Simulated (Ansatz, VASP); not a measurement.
## Hf: VASP beside Ansatz

Contents of INCAR:

```
SYSTEM = Hf
PREC = Accurate ; ENCUT = 520
EDIFF = 1E-7 ; ISMEAR = -1
SIGMA = 0.08 ; LREAL = .FALSE.
LASPH = .TRUE. ; NELM = 60
ALGO = Normal ; ISIF = 2
LWAVE = .FALSE. ; LCHARG = .TRUE.
GGA = PS ; LELF = .TRUE.
LVHAR = .TRUE. ; NBANDS = 11
```

The input KPOINTS:

```
Automatic mesh
0
G
  16 16 16
  0 0 0
```

POSCAR

```
Hf
1.0
   -1.8404011445      1.8404011445      1.8404011445
    1.8404011445     -1.8404011445      1.8404011445
    1.8404011445      1.8404011445     -1.8404011445
Hf
1
Direct
    0.0000000000      0.0000000000      0.0000000000
```

Input for Ansatz:

```yaml
crystal:
  lattice:
    - [-1.8404011445, 1.8404011445, 1.8404011445]
    - [1.8404011445, -1.8404011445, 1.8404011445]
    - [1.8404011445, 1.8404011445, -1.8404011445]
  atoms:
    - { symbol: Hf, position: [0.0, 0.0, 0.0] }
kpoints:
  mp_grid: { grid: [16, 16, 16] }
  band_path:
    path:
      - [0.0, 0.0, 0.0]
      - [0.5, -0.5, 0.5]
      - [0.0, 0.0, 0.5]
      - [0.0, 0.0, 0.0]
      - [0.25, 0.25, 0.25]
      - [0.5, -0.5, 0.5]
      - [0.25, 0.25, 0.25]
      - [0.0, 0.0, 0.5]
    npoints: 5
scf:
  occupations: { method: fermi_dirac, width: 0.08 }
hamiltonian:
  xc: pbesol
  pseudopotentials: { kind: all_electron, lapw: { basis_error: 0.001 } }
output:
  forces: true
  stress: true
  eigenvalues: true
```

Change from the starting cell: volume scaled by 1.06.

Alike in both runs: task single point; functional PBEsol; k mesh 16 × 16 × 16; occupations fermi-dirac, width 0.08 eV; no spin polarisation.

|  | VASP | Ansatz |
| --- | --- | --- |
| version | VASP 6.6.1 | Ansatz 0.2.0 |
| potentials or method | VASP PAW PBE potentials, release 64 (Hf_pv) | all-electron LAPW, scalar-relativistic |
| plane-wave cutoff (eV) | 520 | see its input |

```tsv
	VASP	Ansatz	Ansatz less VASP
pressure (GPa)	-13.1	-12.8	+0.34
```

Ansatz ran all-electron here, so the differences hold the error of VASP's frozen core and of both bases.

Caveats: the PAW data sets were made with another functional, which shifts forces and pressure a little (VASP). The runs have no spin-orbit coupling, so splittings on Hf are missing.
